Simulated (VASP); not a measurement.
## Ge (strained diamond): a PBE single-point calculation in VASP

INCAR

```
LWAVE = .FALSE.
GGA = PE
EDIFF = 1E-7
LCHARG = .TRUE.
PREC = Accurate
ISIF = 2
SIGMA = 0.02
LELF = .TRUE.
NELM = 120
ENCUT = 520
LASPH = .TRUE.
NSW = 0
NBANDS = 21
IBRION = -1
ISMEAR = -1
LREAL = .FALSE.
```

KPOINTS

```
KPOINTS created by Atomic Simulation Environment
0
Gamma
8 8 8
0 0 0
```

KPOINTS_OPT

```
special points
6
Reciprocal
0.0000000000 0.0000000000 0.0000000000 1
0.5000000000 0.0000000000 0.5000000000 1
0.6250000000 0.2500000000 0.6250000000 1
0.3750000000 0.3750000000 0.7500000000 1
0.5000000000 0.5000000000 0.5000000000 1
0.5000000000 0.2500000000 0.7500000000 1
```

POSCAR

```
Ge
 1.0000000000000000
     0.0000000000000000    2.8368735118999999    2.8368735118999999
     2.9043911014999999    0.0000000000000000    2.8368735118999999
     2.9043911014999999    2.8368735118999999    0.0000000000000000
 Ge
   2
Cartesian
  0.0000000000000000  0.0000000000000000  0.0000000000000000
  1.4521955507499997  1.4184367559499995  1.4184367559499997
```

VASP ran with the recommended PBE PAW datasets (28 valence electrons in the cell).

Command

```
mpirun -np 1 vasp_std
```

From OUTCAR

```
k-points           NKPTS =     59   k-points in BZ     NKDIM =     59   number of bands    NBANDS=     21

   NELECT =      28.0000    total number of electrons

   dimension x,y,z NGX =    30 NGY =   30 NGZ =   30
   dimension x,y,z NGXF=    60 NGYF=   60 NGZF=   60

  energy-cutoff  :      520.00
  volume of cell :       46.75
      direct lattice vectors                 reciprocal lattice vectors
     0.000000000  2.836873512  2.836873512    -0.172153124  0.176250368  0.176250368
     2.904391101  0.000000000  2.836873512     0.172153124 -0.176250368  0.176250368
     2.904391101  2.836873512  0.000000000     0.172153124  0.176250368 -0.176250368

 k-points in reciprocal lattice and weights: KPOINTS created by Atomic Simulation Env
   0.00000000  0.00000000  0.00000000       0.002
   0.12500000  0.00000000  0.00000000       0.016
   0.25000000  0.00000000  0.00000000       0.016
   0.37500000  0.00000000  0.00000000       0.016
   0.50000000  0.00000000  0.00000000       0.008
   0.12500000  0.12500000  0.00000000       0.008
   0.25000000  0.12500000  0.00000000       0.031
   0.37500000  0.12500000 -0.00000000       0.031
   ...

 E-fermi :   4.7281

 k-point     1 :       0.0000    0.0000    0.0000
  band No.  band energies     occupation
      1     -20.0846      2.00000
      2     -20.0846      2.00000
      3     -20.0799      2.00000
      4     -20.0499      2.00000
      5     -20.0487      2.00000
      6     -19.8620      2.00000
      7     -19.8525      2.00000
      8     -19.8525      2.00000
      9     -19.8483      2.00000
     10     -19.8417      2.00000
     11      -7.8431      2.00000
     12       4.4290      2.00000
     13       4.5667      1.99937
     14       4.7495      0.51024
     15       4.7495      0.51014
     16       7.1925      0.00000
     17       7.1925      0.00000
     18       7.3067      0.00000
     19      11.0394      0.00000
     20      13.8397      0.00000
     21      14.3167      0.00000

 k-point     2 :       0.1250    0.0000    0.0000
  band No.  band energies     occupation
      1     -20.0920      2.00000
      2     -20.0890      2.00000
      3     -20.0806      2.00000
      4     -20.0392      2.00000
      5     -20.0387      2.00000
      6     -19.8693      2.00000
      7     -19.8675      2.00000
      8     -19.8567      2.00000
      9     -19.8348      2.00000
     10     -19.8347      2.00000
     11      -7.6586      2.00000
     12       2.2832      2.00000
     13       4.3013      2.00000
     14       4.4351      2.00000
     15       5.5858      0.00000
     16       7.6320      0.00000
     17       7.6737      0.00000
     18       8.0998      0.00000
     19      11.9431      0.00000
     20      13.0460      0.00000
     21      13.3818      0.00000

 k-point     3 :       0.2500    0.0000    0.0000
  band No.  band energies     occupation
      1     -20.1018      2.00000
      2     -20.0976      2.00000
      3     -20.0752      2.00000
      4     -20.0233      2.00000
      5     -20.0230      2.00000
      6     -19.8815      2.00000
      7     -19.8803      2.00000
      8     -19.8637      2.00000
      9     -19.8272      2.00000
     10     -19.8234      2.00000
     11      -7.1241      2.00000
     12       0.0092      2.00000
     13       3.7566      2.00000
     14       3.9228      2.00000
     15       5.2501      0.00000
     16       8.2700      0.00000
     17       8.2903      0.00000
     18      10.1447      0.00000
     19      12.6130      0.00000
     20      12.9659      0.00000
     21      13.0323      0.00000

 k-point     4 :       0.3750    0.0000    0.0000
  band No.  band energies     occupation
      1     -20.1070      2.00000
      2     -20.1018      2.00000
      3     -20.0694      2.00000
      4     -20.0139      2.00000
      5     -20.0129      2.00000
      6     -19.8890      2.00000
      7     -19.8864      2.00000
      8     -19.8704      2.00000
      9     -19.8236      2.00000
     10     -19.8171      2.00000
     11      -6.3446      2.00000
     12      -1.8747      2.00000
     13       3.3656      2.00000
     14       3.5616      2.00000
     15       4.8956      0.00046
     16       8.3967      0.00000
     17       8.4997      0.00000
     18      11.8880      0.00000
     19      12.7886      0.00000
     20      14.0543      0.00000
     21      14.1691      0.00000

 k-point     5 :       0.5000    0.0000    0.0000
  band No.  band energies     occupation
      1     -20.1085      2.00000
      2     -20.1027      2.00000
      3     -20.0669      2.00000
      4     -20.0113      2.00000
      5     -20.0100      2.00000
      6     -19.8909      2.00000
      7     -19.8878      2.00000
      8     -19.8731      2.00000
      9     -19.8228      2.00000
     10     -19.8152      2.00000
     11      -5.8309      2.00000
     12      -2.7643      2.00000
     13       3.2288      2.00000
     14       3.4364      2.00000
     15       4.7675      0.24414
     16       8.3619      0.00000
     17       8.4873      0.00000
     18      11.8092      0.00000
     19      15.0187      0.00000
     20      15.3663      0.00000
     21      15.6420      0.00000

 k-point     6 :       0.1250    0.1250    0.0000
  band No.  band energies     occupation
      1     -20.0900      2.00000
      2     -20.0896      2.00000
      3     -20.0850      2.00000
      4     -20.0414      2.00000
      5     -20.0287      2.00000
      6     -19.8858      2.00000
      7     -19.8538      2.00000
      8     -19.8505      2.00000
      9     -19.8453      2.00000
     10     -19.8316      2.00000
     11      -7.5931      2.00000
     12       2.2536      2.00000
     13       3.7625      2.00000
     14       3.8790      2.00000
     15       6.5480      0.00000
     16       6.7666      0.00000
     17       8.2827      0.00000
     18       8.5015      0.00000
     19      12.1756      0.00000
     20      12.2542      0.00000
     21      14.2038      0.00000

 k-point     7 :       0.2500    0.1250    0.0000
  band No.  band energies     occupation
      1     -20.1026      2.00000
      2     -20.0942      2.00000
      3     -20.0792      2.00000
      4     -20.0283      2.00000
      5     -20.0109      2.00000
      6     -19.9046      2.00000
      7     -19.8664      2.00000
      8     -19.8530      2.00000
      9     -19.8359      2.00000
     10     -19.8223      2.00000
     11      -7.1677      2.00000
     12       0.5216      2.00000
     13       3.1887      2.00000
     14       3.3034      2.00000
     15       6.5136      0.00000
     16       7.1901      0.00000
     17       9.1591      0.00000
     18       9.5366      0.00000
     19      11.9950      0.00000
     20      13.5246      0.00000
     21      14.0895      0.00000

 k-point     8 :       0.3750    0.1250   -0.0000
  band No.  band energies     occupation
      1     -20.1130      2.00000
      2     -20.1011      2.00000
      3     -20.0655      2.00000
      4     -20.0140      2.00000
      5     -19.9998      2.00000
      6     -19.9129      2.00000
      7     -19.8805      2.00000
      8     -19.8675      2.00000
      9     -19.8262      2.00000
     10     -19.8113      2.00000
     11      -6.4441      2.00000
     12      -1.3680      2.00000
     13       2.5734      2.00000
     14       2.9656      2.00000
     15       6.2016      0.00000
     16       7.9556      0.00000
     17       9.3520      0.00000
     18      10.2249      0.00000
     19      13.4128      0.00000
     20      13.9418      0.00000
     21      14.9594      0.00000

 k-point     9 :       0.5000    0.1250    0.0000
  band No.  band energies     occupation
      1     -20.1177      2.00000
      2     -20.1057      2.00000
      3     -20.0544      2.00000
      4     -20.0032      2.00000
      5     -20.0014      2.00000
      6     -19.9067      2.00000
      7     -19.8924      2.00000
      8     -19.8816      2.00000
      9     -19.8191      2.00000
     10     -19.8062      2.00000
     11      -5.7307      2.00000
     12      -2.6510      2.00000
     13       2.1459      2.00000
     14       2.9499      2.00000
     15       5.9673      0.00000
     16       8.2493      0.00000
     17       9.1003      0.00000
     18      11.7096      0.00000
     19      13.5320      0.00000
     20      15.3171      0.00000
     21      15.8435      0.00000

 ...

  Total        0.0590346      0.5403969      0.5403969     -0.0000000      0.0000000      0.0000000
  in kB        2.0232606     18.5207412     18.5207412     -0.0000000      0.0000000      0.0000000
  external PRESSURE =      13.0215810 kB  Pullay stress =       0.0000000 kB

 POSITION                                       TOTAL-FORCE (eV/Angst)
 -----------------------------------------------------------------------------------
      0.00000      0.00000      0.00000         0.000000      0.000000      0.000000
      1.45220      1.41844      1.41844         0.000000     -0.000000     -0.000000
 -----------------------------------------------------------------------------------
    total drift:                                0.000000      0.000000      0.000000

  FREE ENERGIE OF THE ION-ELECTRON SYSTEM (eV)
  ---------------------------------------------------
  free  energy   TOTEN  =        -9.0179963994 eV

  energy  without entropy=       -9.0177901502  energy(sigma->0) =       -9.01789327
```

```json
{"gap between bands v and c": "0.00 eV", "least direct gap": "0.00 eV", "pressure": "1.3 GPa"}
```

Band v is the last that the valence electrons fill when counted band by band, and c is the next.

The run took about 83 s on one core of a shared host (Intel Xeon Platinum 8488C) and held 0.22 GiB at most.
